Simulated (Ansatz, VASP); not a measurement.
C: VASP beside Ansatz

```xyz
2
Lattice="2.4451 0.0000 0.0000 -1.2225 2.1175 0.0000 0.0000 0.0000 28.0000" Properties=species:S:1:pos:R:3 pbc="T T T"
C     0.0000    1.4117   14.0000
C     1.2225    0.7058   14.0000
```

The cell was built by a generator and needn't be a form met in nature.

Alike in both runs: functional LDA; k mesh 9 × 9 × 1; occupations gaussian, width 0.1 eV; no spin polarisation.

Ansatz relaxed the structure, and its values are those at the end. VASP's run is a single point on that final structure, the one shown.

|  | VASP | Ansatz |
| --- | --- | --- |
| version | VASP 6.6.1 | Ansatz 0.2.0 |
| potentials or method | VASP PAW LDA potentials, release 64 (C) | scalar-relativistic, plane waves, PAW |
| plane-wave cutoff (eV) | 520 | 420 |
| valence electrons in the cell | 8 | 8 |

Ansatz gave:

```
gap on the k mesh at the Fermi level (eV)  : none
work function, face that differs most (eV) : 4.48
```

Q: What did VASP give for the same quantities?

A: gap on the k mesh at the Fermi level (eV): none; work function, face that differs most (eV): 4.47.

A gap of «none» marks a metal or a gap that the smearing closes.
